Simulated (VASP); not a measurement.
VASP input:

### POSCAR
```
NaBr
1
    0.0000000000     2.9850000000     2.9850000000
    2.9850000000     0.0000000000     2.9850000000
    2.9850000000     2.9850000000     0.0000000000
Na Br
1 1
Direct
  0.0000000000   0.0000000000   0.0000000000
  0.5000000000   0.5000000000   0.5000000000
```

INCAR:
```
SYSTEM = NaBr
PREC = Accurate; ENCUT = 400; LREAL = .False.
LASPH = .True.
EDIFF = 1E-6; NELM = 100; ALGO = Normal
LMAXMIX = 4; LMIXTAU = .True.
ISMEAR = 0; SIGMA = 0.05
METAGGA = R2SCAN
IBRION = 2; NSW = 60; ISIF = 3
EDIFFG = -0.01
LWAVE = .False.; LCHARG = .False.
```

### KPOINTS
```
Automatic mesh
0
Gamma
7 7 7
0 0 0
```

POTCAR, in this order: Na_pv Br (PBE.64 set). Program: vasp_std.

Q: Write an equivalent input for Ansatz.

A: One equivalent input (not run):
Ansatz 0.2 input:
```yaml
crystal:
  lattice:
    - [0.0000000, 2.9850000, 2.9850000]
    - [2.9850000, 0.0000000, 2.9850000]
    - [2.9850000, 2.9850000, 0.0000000]
  atoms:
    - { symbol: Na, position: [0.0000000, 0.0000000, 0.0000000] }
    - { symbol: Br, position: [0.5000000, 0.5000000, 0.5000000] }
kpoints:
  mp_grid: { grid: [7, 7, 7] }
hamiltonian:
  xc: r2scan
  pseudopotentials: { kind: paw }
scf:
  occupations: { method: gaussian, width: 0.05 }
  max_iter: 100
relax:
  max_steps: 60
  f_tol: 0.01
  cell: {}
output: { forces: true, stress: true, eigenvalues: true }
```
The two are equivalent in intent, not identical: each code has its own PAW files, so the cut-off isn't converted (ENCUT is set for VASP's; basis.ecutwfc is left out, and Ansatz then takes the one that its files recommend); Ansatz stops its SCF on the density residual and VASP on the energy change (EDIFF).

The compound is NaBr in the rock salt structure. This run relaxes it. Symmetry was kept, so distortions that lower it aren't found.
